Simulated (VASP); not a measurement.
# Be in VASP: further runs, part 2 of 2

VASP 6.6.1. Earlier steps stand in the parts before.

## Step 3: Single point, PBE

This run uses another cell than the first one, of 49.10 Å³/atom, 0.517 times its volume.

File INCAR:

```
  PREC = Accurate
  ENCUT = 520
  EDIFF = 1E-7
  ISMEAR = 0
  SIGMA = 0.1
  LREAL = F
  LASPH = T
  NELM = 100
  ALGO = Normal
  ISIF = 2
  LWAVE = F
  LCHARG = F
  LDIPOL = T
  IDIPOL = 3
  DIPOL = 0.5 0.5 0.500
  GGA = PE
  NBANDS = 7
```

File KPOINTS:

```
Automatic mesh
0
Gamma
  10 8 1
```

File POSCAR:

```
Be
1.0
    1.5548530000      0.0000000000      0.0000000000
    0.0000000000      2.2555410000      0.0000000000
    0.0000000000      0.0000000000     14.0000000000
Be
1
Direct
    0.0000000000      0.5000000000      0.5000000000
```

Potentials or basis: VASP PAW PBE potentials, release 64 (Be).

Command:

```bash
> cat potpaw_PBE.64/Be/POTCAR > POTCAR
> mpirun -np 1 vasp_std > vasp.out
```

OUTCAR:

```text
PREC = Accurate
   ENCUT = 520
   EDIFF = 1E-7
   ISMEAR = 0
   LREAL = F
   LASPH = T
   NELM = 100
   ISIF = 2
   GGA = PE

 ion  position               nearest neighbor table
   1  0.000  0.500  0.500-

  LATTYP: Found a simple orthorhombic cell.
 ALAT       =     1.5548530000
 B/A-ratio  =     1.4506458167
 C/A-ratio  =     9.0040666224

  Lattice vectors:

 A1 = (   1.5548530000,   0.0000000000,   0.0000000000)
 A2 = (   0.0000000000,   2.2555410000,   0.0000000000)
 A3 = (   0.0000000000,   0.0000000000,  14.0000000000)

Analysis of symmetry for initial positions (statically):
=====================================================================
 Subroutine PRICEL returns:
 Original cell was already a primitive cell.

 Routine SETGRP: Setting up the symmetry group for a
 simple orthorhombic supercell.

 Subroutine GETGRP returns: Found  8 space group operations
 (whereof  8 operations were pure point group operations)
 out of a pool of  8 trial point group operations.

The static configuration has the point symmetry D_2h.

Analysis of symmetry for dynamics (positions and initial velocities):
=====================================================================
 Subroutine PRICEL returns:
 Original cell was already a primitive cell.

 Routine SETGRP: Setting up the symmetry group for a
 simple orthorhombic supercell.

 Subroutine GETGRP returns: Found  8 space group operations
 (whereof  8 operations were pure point group operations)
 out of a pool of  8 trial point group operations.

The dynamic configuration has the point symmetry D_2h.

 Subroutine INISYM returns: Found  8 space group operations
 (whereof  8 operations are pure point group operations),
 and found     1 'primitive' translations

----------------------------------------------------------------------------------------

                                     Primitive cell

  volume of cell :      49.0985

  direct lattice vectors                    reciprocal lattice vectors
     1.554853000  0.000000000  0.000000000     0.643147616  0.000000000  0.000000000
     0.000000000  2.255541000  0.000000000     0.000000000  0.443352615  0.000000000
     0.000000000  0.000000000 14.000000000     0.000000000  0.000000000  0.071428571

  length of vectors
     1.554853000  2.255541000 14.000000000     0.643147616  0.443352615  0.071428571

  position of ions in fractional coordinates (direct lattice)
     0.000000000  0.500000000  0.500000000

  ion indices of the primitive-cell ions
   primitive index   ion index
                 1           1

----------------------------------------------------------------------------------------

 KPOINTS: Automatic mesh

Automatic generation of k-mesh.
 Grid dimensions read from file:
 generate k-points for:   10    8    1

 Generating k-lattice:

  Cartesian coordinates                     Fractional coordinates (reciprocal lattice)
     0.064314762  0.000000000  0.000000000     0.100000000  0.000000000  0.000000000
     0.000000000  0.055419077  0.000000000     0.000000000  0.125000000  0.000000000
     0.000000000  0.000000000  0.071428571     0.000000000  0.000000000  1.000000000

  Length of vectors
     0.064314762  0.055419077  0.071428571

  Shift w.r.t. Gamma in fractional coordinates (k-lattice)
     0.000000000  0.000000000  0.000000000

 Subroutine IBZKPT returns following result:
 ===========================================

 Found     30 irreducible k-points:

 Following reciprocal coordinates:
            Coordinates               Weight
  0.000000  0.000000  0.000000      1.000000
  0.100000  0.000000  0.000000      2.000000
  0.200000  0.000000  0.000000      2.000000
  0.300000  0.000000  0.000000      2.000000
  0.400000  0.000000  0.000000      2.000000
  0.500000  0.000000  0.000000      1.000000
[... 16 lines left out ...]
  0.400000  0.375000  0.000000      4.000000
  0.500000  0.375000  0.000000      2.000000
 [... further k-points ...]
   k-points           NKPTS =     30   k-points in BZ     NKDIM =     30   number of bands    NBANDS=      7
   number of dos      NEDOS =    301   number of ions     NIONS =      1
   total plane-waves  NPLWV =  23328
   dimension x,y,z NGX =    12 NGY =   18 NGZ =  108
   dimension x,y,z NGXF=    24 NGYF=   36 NGZF=  216
   ions per type =               1
   NGX,Y,Z   is equivalent  to a cutoff of  12.83, 13.27, 12.82 a.u.
   NGXF,Y,Z  is equivalent  to a cutoff of  25.66, 26.53, 25.65 a.u.
 SYSTEM =  unknown system
   PREC   = accura    normal or accurate (medium, high low for compatibility)
   ISTART =      0    job   : 0-new  1-cont  2-samecut
   ICHARG =      2    charge: 1-file 2-atom 10-const
   ISPIN  =      1    spin polarized calculation?
   LNONCOLLINEAR =      F non collinear calculations
   LSORBIT =      F    spin-orbit coupling
   LASPH  =      T    aspherical Exc in radial PAW
   ENCUT  =  520.0 eV  38.22 Ry    6.18 a.u.   2.89  4.19 26.03*2*pi/ulx,y,z
   NELM   =    100;   NELMIN=  2; NELMDL= -5     # of ELM steps
   EDIFF  = 0.1E-06   stopping-criterion for ELM
   LREAL  =      F    real-space projection
   EDIFFG = 0.1E-05   stopping-criterion for IOM
   NSW    =      0    number of steps for IOM
   IBRION =     -1    ionic relax: 0-MD 1-quasi-New 2-CG
   NFREE  =      0    steps in history (QN), initial steepest desc. (CG)
   ISIF   =      2    stress and relaxation
   ISYM   =      2    0-nonsym 1-usesym 2-fastsym
   POTIM  = 0.5000    time-step for ionic-motion
   TEBEG  =    0.0;   TEEND  =   0.0 temperature during run
   PSTRESS=    0.0 pullay stress
   NELECT =       2.0000    total number of electrons
   NUPDOWN=      -1.0000    fix difference up-down
   EMIN   =  10.00;   EMAX   =-10.00  energy-range for DOS
   EFERMI =   0.00;   METHOD = LEGACY
   ISMEAR =     0;   SIGMA  =   0.10  broadening in eV -4-tet -1-fermi 0-gaus
   EFERMI_NEDOS =   21; number of points for ismear=-14 and -15
   IALGO  =     38    algorithm
   IMIX   =      4    mixing-type and parameters
     AMIX     =   0.40;   BMIX     =  1.00
     AMIX_MAG =   1.60;   BMIX_MAG =  1.00
  volume/ion in A,a.u.               =      49.10       331.33
  Fermi-wavevector in a.u.,A,eV,Ry     =   0.563286  1.064456  4.317005  0.317291
  Thomas-Fermi vector in A             =   1.600362
   LORBIT       =      0    0 simple, 1 ext, 2 COOP (PROOUT), +10 PAW based schemes
   GGA     = PE    functional components
   LHFCALC =     F    Hartree Fock is set to
   AEXX    =    0.0000 exact exchange contribution
   IVDW    =     0    specifies the selected vdW correction
   LEPSILON=     F    determine dielectric tensor
   LRPA    =     F    only Hartree local field effects (RPA)
 non-spin polarized calculation
 Gauss-broadening in eV      SIGMA  =   0.10
  energy-cutoff  :      520.00
  volume of cell :       49.10
 maximum number of plane-waves:      1362
 NGX is ok and might be reduce to    12
   NGX =  5   NGY =  9   NGZ = 53

 dipolmoment           0.000000      0.000000     -0.000000 electrons x Angstroem

 number of electron       2.0000000 magnetization

 dipolmoment           0.000000      0.000000      0.000000 electrons x Angstroem

 Free energy of the ion-electron system (eV)
  ---------------------------------------------------
  ext. energy  EPLUGINS =         0.00000000
  ---------------------------------------------------
  free energy    TOTEN  =        -0.97151447 eV

  energy without entropy =       -0.96835478  energy(sigma->0) =       -0.96993463

 E-fermi :  -3.0463     XC(G=0):  -2.9238

 val. band max:       -3.6453057915   @ k =   0.4000   0.2500   0.0000
 cond. band min:      -3.0425923956   @ k =   0.1000   0.2500   0.0000
 fundamental gap:      0.6027133959
 Fermi energy:        -3.0462706299

 k-point     1 :       0.0000    0.0000    0.0000
  band No.  band energies     occupation
      1     -10.0665      2.00000
      2      -5.3407      2.00000
      3       0.9300      0.00000
      4       1.8471      0.00000
      5       2.5031      0.00000
      6       4.9792      0.00000
      7       5.7217      0.00000
[... 221 lines left out ...]
 k-point    24 :       0.5000    0.3750    0.0000
  band No.  band energies     occupation
      1      -1.7521      0.00000
      2       6.6747      0.00000
      3      11.8233      0.00000
      4      12.2840      0.00000
      5      15.4195      0.00000
      6      16.0380      0.00000
      7      20.1259      0.00000

 [... further k-points ...]

------------------------ aborting loop because EDIFF is reached ----------------------------------------

 vacuum level on the upper side and lower side of the slab       (xc-potential included)        -0.081        -0.081

  FORCE on cell =-STRESS in cart. coord.  units (eV):
  Direction    XX          YY          ZZ          XY          YZ          ZX
  --------------------------------------------------------------------------------------
  -------------------------------------------------------------------------------------
  Total       11.9029864     -4.3701340     -0.0004862      0.0000000      0.0000000      0.0000000
  in kB      388.4171728   -142.6058151     -0.0158672      0.0000000      0.0000000      0.0000000
  external PRESSURE =      81.9318302 kB  Pullay stress =       0.0000000 kB

 VOLUME and BASIS-vectors are now :
 -----------------------------------------------------------------------------
  energy-cutoff  :      520.00
  volume of cell :       49.10
      direct lattice vectors                 reciprocal lattice vectors
     1.554853000  0.000000000  0.000000000     0.643147616  0.000000000  0.000000000
     0.000000000  2.255541000  0.000000000     0.000000000  0.443352615  0.000000000
     0.000000000  0.000000000 14.000000000     0.000000000  0.000000000  0.071428571

 POSITION                                       TOTAL-FORCE (eV/Angst)
 -----------------------------------------------------------------------------------
      0.00000      1.12777      7.00000         0.000000      0.000000      0.000000
 -----------------------------------------------------------------------------------
    total drift:                                0.000000      0.000000      0.000000

  FREE ENERGIE OF THE ION-ELECTRON SYSTEM (eV)
  ---------------------------------------------------
  free  energy   TOTEN  =        -0.9715144735 eV

  energy  without entropy=       -0.9683547773  energy(sigma->0) =       -0.96993463

 vacuum level on the upper side and lower side of the slab         1.761         1.761
```

stdout:

```text
POSCAR found type information on POSCAR Be
 POSCAR found :  1 types and       1 ions
 scaLAPACK will be used
 LDA part: xc-table for (Slater+PW92), standard interpolation
 POSCAR, INCAR and KPOINTS ok, starting setup
 FFT: planning ... GRIDC
 FFT: planning ... GRID_SOFT
 FFT: planning ... GRID
 WAVECAR not read
 entering main loop
```

Run time: 8.6 s. Hardware: 1 thread of Intel Xeon Platinum 8488C (Sapphire Rapids), shared host; peak memory 0.15 GiB.

What came out:

```
Free energy            : -0.9715 eV
Band gap on the k mesh : none (metal or under the smearing width)
```

Levels at points of the mesh, in eV from the Fermi level:
```tsv
k point	band 1	band 2	band 3	band 4	band 5
(0.00, 0.00, 0.00)	-7.02	-2.29	3.98	4.89	5.55
(0.50, 0.00, 0.00)	-1.11	9.94	11.72	14.52	18.72
(0.00, 0.50, 0.00)	-3.77	0.67	2.75	7.61	11.07
(0.50, 0.50, 0.00)	1.90	9.64	13.89	15.89	19.11
```

Caveat: the k mesh is coarse (spacing up to 0.40 Å⁻¹), so the values aren't converged.
